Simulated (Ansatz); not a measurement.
# Zone-centre modes in C

Theory: DFT PBEsol, scalar-relativistic, plane waves, PAW (Ansatz). Cutoff 420 eV, Γ-centred 12×12×4 k-points, Gaussian smearing of 0.05 eV. No spin polarisation.

Zero of the scan (relaxed at this level):

```yaml
crystal:
  lattice:
    - [2.50537, 0.00000, 0.00000]
    - [-1.25268, 2.16971, 0.00000]
    - [0.00000, 0.00000, 8.26484]
  atoms:
    - { symbol: C, position: [0.00000, 0.00000, 0.09295] }
    - { symbol: C, position: [0.00000, 0.00000, 0.59295] }
    - { symbol: C, position: [0.00000, 0.00000, 0.40705] }
    - { symbol: C, position: [0.00000, 0.00000, 0.90705] }
    - { symbol: C, position: [0.33333, 0.66667, 0.15554] }
    - { symbol: C, position: [0.66667, 0.33333, 0.65554] }
    - { symbol: C, position: [0.33333, 0.66667, 0.34446] }
    - { symbol: C, position: [0.66667, 0.33333, 0.84446] }
```

Harmonic modes by finite displacements of 0.02 Å, without the LO–TO term.

(1) At this geometry, is the structure stable against these modes?

(2) List the wavenumbers in cm⁻¹.

## Answers

(1) Yes: no mode is imaginary beyond 10 cm⁻¹, and only the three translations lie near zero.

(2) 0, 0, 0, 389, 389, 407, 407, 532, 532, 699, 709, 1058, 1211, 1211, 1245, 1247, 1247, 1259, 1259, 1288, 1295, 1308, 1308, 1316.

Cost: 1 run of about 0.86 core-minutes, on Arm Neoverse V2 (shared hosts).